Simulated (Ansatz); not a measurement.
Al2O3:

```
CELL_PARAMETERS angstrom
4.61378 0.00000 0.00000
0.00000 9.56328 0.00000
0.00000 0.00000 3.11986
ATOMIC_POSITIONS crystal
Al 0.98298 0.82457 0.00000
Al 0.01702 0.17543 0.00000
Al 0.48297 0.67543 0.50000
Al 0.51702 0.32457 0.50000
O 0.50000 0.50000 0.50000
O 0.12363 0.75305 0.50000
O 0.37637 0.25305 0.00000
O 0.62364 0.74695 0.00000
O 0.00000 0.00000 0.00000
O 0.87636 0.24695 0.50000
```

Measurements of this composition are mostly on another form, of space group No. 167.

Program: Ansatz 0.2.0. Alike in all runs: task band structure; potentials or basis Ansatz PAW; no spin polarisation; cell as given.

Task: Order these runs on this cell by their band gap on the k mesh, lowest first.
A. level PBEsol; k mesh 5 × 3 × 7; cutoff (eV) 420; smearing fermi-dirac 0.05 eV; points for each segment of the path 10
B. level BLYP; k mesh 5 × 3 × 7; cutoff (eV) 420; smearing fermi-dirac 0.05 eV; points for each segment of the path 10
C. level HSE06; k mesh 4 × 2 × 6; cutoff (eV) 420; smearing fixed; level hse06; run kind scf
D. level r2SCAN; k mesh 6 × 3 × 9; cutoff (eV) 500; smearing fermi-dirac 0.05 eV; points for each segment of the path 10
E. level PBE0; k mesh 4 × 2 × 6; cutoff (eV) 420; smearing fixed; level pbe0; run kind scf

Result: A (3.43 eV), B (3.64 eV), D (4.12 eV), C (5.21 eV), E (5.96 eV).

A k mesh can miss the band edges.

Not every run made on this cell is shown here.
